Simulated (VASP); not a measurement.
Input of a VASP 6.6.1 run:

The input INCAR:

```
SYSTEM = H2CO
PREC = Accurate
ENCUT = 520
EDIFF = 1E-6
ISMEAR = -1
SIGMA = 0.02
LREAL = Auto
LASPH = .True.
NELM = 100
ALGO = Normal
ISIF = 2
LWAVE = .False.
LCHARG = .False.
GGA = CA
NBANDS = 86
```

Contents of KPOINTS:

```
Automatic mesh
0
Gamma
  1 1 1
  0 0 0
```

The input POSCAR:

```
H2CO
1.0
    8.1882440000      0.0000000000      0.0000000000
    0.0000000000      8.1882440000      0.0000000000
    0.0000000000      0.0000000000      8.1882440000
O C H
10 10 20
Direct
    0.1615486788      0.2482461441      0.7881787597
    0.7920013131      0.1547950940      0.1276586286
    0.6729892270      0.8559954979      0.7742685733
    0.7057435025      0.7206795499      0.3173818465
    0.4087567493      0.0461148935      0.4626999391
    0.9072519090      0.5004613932      1.0509701470
    0.2402957215      0.5933873001      0.4429276900
    0.3544105427      0.9343150986      0.9868782611
    0.5152875268      0.3893875170     -0.0418404728
    0.6707909535      0.3870671172      0.4474341507
    0.2512626639      0.3388150133      0.7159898997
    0.9168998872      0.2254940131      0.1385034447
    0.7317197680      0.9890032588      0.7495990593
    0.6844446746      0.6342751877      0.2002871434
    0.4701984943      0.0593167473      0.3308890160
    0.8983489012      0.4878579583      0.9053711638
    0.1873539675      0.6790711171      0.3413918784
    0.3648645546      0.8763295280      0.8494495279
    0.4217754136      0.3338200474      0.0683052435
    0.6814892180      0.5134434196      0.5260834924
    0.2617166758      0.4750102708      0.7494280825
    0.3446404382      0.2883279980      0.6210733339
    1.0118897287      0.2400026184      0.0397643255
    0.9600959620      0.2886821643      0.2498704240
    0.6785093361      1.0854708287      0.6824906537
    0.8549940622      1.0253236225      0.8068885099
    0.6771781593      0.7013713807      0.0874424358
    0.6687880820      0.4973349597      0.1920069798
    0.4851345417      0.1845694877      0.2751383569
    0.5187070634     -0.0391781193      0.2524350764
    0.8359301457      0.5855101533      0.8363209499
    0.9684494014      0.3879220013      0.8382749708
    0.2696670983      0.7805458655      0.2833086068
    0.0601105683      0.6630725709      0.2956555765
    0.3585384119      0.9504235585      0.7326723532
    0.3869938414      0.7418318262      0.8255494096
    0.3502704609      0.2250055079      0.0370653342
    0.4179040097      0.4002201205      0.1875127317
    0.5732364595      0.5681071546      0.5707817207
    0.7942728624      0.5848750965      0.5641014117
```

Potentials or basis: VASP PAW LDA potentials, release 64 (O, C, H).

Launch:

```bash
$ cat potpaw_LDA.64/O/POTCAR potpaw_LDA.64/C/POTCAR potpaw_LDA.64/H/POTCAR > POTCAR
$ mpirun -np 1 vasp_gam > vasp.out
```

Task: What does it give for the band gap on the k mesh?

Result: 2.34 eV, direct.

Task: Estimate the pressure.

Result: 0.2 GPa.

Forces on the atoms (eV/Å):
```
O   -0.817 -0.688  0.321
O   -2.559 -1.468 -0.450
O   -0.354 -0.354 -0.103
O    0.032 -0.411  1.783
O   -0.446 -0.442  1.029
O    0.118  0.012  1.577
O    1.370 -2.279  2.715
O    0.000 -0.338 -0.781
O   -1.774 -0.993  2.143
O    0.692  0.093  0.028
C    2.141  0.699 -0.643
C    3.055  1.574  0.164
C    2.205 -0.536  1.820
C   -0.081 -0.188 -0.903
C    0.498  1.009 -1.036
C    0.602  0.103 -1.505
C   -0.249  2.660 -2.743
C    0.359  0.137  0.022
C    2.455  1.732 -2.571
C    0.940 -0.133 -0.571
H   -0.200 -0.614 -0.406
H   -0.844  0.540  0.538
H   -0.272 -0.555 -0.255
H   -0.221  0.023  0.719
H   -1.320  1.243 -1.252
H   -0.553 -0.372 -0.327
H   -0.203  0.154 -1.551
H   -0.020  0.345  0.720
H    0.118 -0.012 -0.014
H    0.067 -0.593  0.072
H   -0.432  0.170 -0.413
H   -0.520  0.209  0.260
H   -0.844 -0.632  0.270
H   -0.254  0.187 -0.215
H   -0.099  0.021  0.474
H   -0.173  0.219  0.315
H   -0.561 -0.453  0.286
H   -0.236 -0.267  0.070
H   -1.684  0.991  0.733
H    0.065 -0.795 -0.320
```

Caveat: the standard files for N, O and F lose accuracy on very short bonds.
